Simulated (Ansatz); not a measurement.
## AlN: energy along a strain

AlN, F-43m, a = 4.368 Å (as given, not relaxed at this level: 0.3 GPa). This isn't the usual stable structure of the compound. Ansatz: r2SCAN, PAW, 500 eV, Γ-centred 10×10×10 mesh on 2 atoms, Gaussian smearing 0.05 eV; no spin polarisation. Cell vectors (Å): 0.000 2.184 2.184; 2.184 0.000 2.184; 2.184 2.184 0.000. The cell is strained by x per cent times the pattern (1 1 0 0 0 0) in the order xx yy zz yz xz xy (engineering shears), with fractional coordinates held. y is the free energy over the start, V0 = 10.417 Å³/atom.

| x (%) | y (meV/atom) |
| --- | --- |
| -6.00 | ? |
| -4.50 | 69.43 |
| -3.00 | 30.29 |
| -1.50 | 7.61 |
| 0.00 | 0.00 |
| 1.50 | 6.19 |
| 3.00 | 24.99 |
| 4.50 | 55.33 |
| 5.25 | 74.51 |
| 6.00 | 96.21 |

Question: Fit y = c1 x + c2 x² + c3 x³ to the other rows, get the stiffness along the pattern, and predict the missing energy.

Answer: Least squares on the rows shown. y = −0.37754 x + 3.0806 x² − 0.057883 x³. The clamped-ion stiffness p·C·p = 2 × 30.81 eV × 160.2 / 10.417 Å³ = 948 GPa; c1 is there for the stress left in the start, which by itself gives a slope of -0.34 meV/atom per %. At x = -6.00 the fit asked for gives 125.67 meV/atom. The run gave 126.52 meV/atom, so the fit is 0.85 meV/atom too low, 0.67 % of the span of the series, against an rms of 0.08 meV/atom on the fitted rows. The row lies outside the fitted range. With a term in x⁴ added, a fit to the same known rows predicts 126.50 meV/atom, so most of the miss is curvature that the known rows already hold.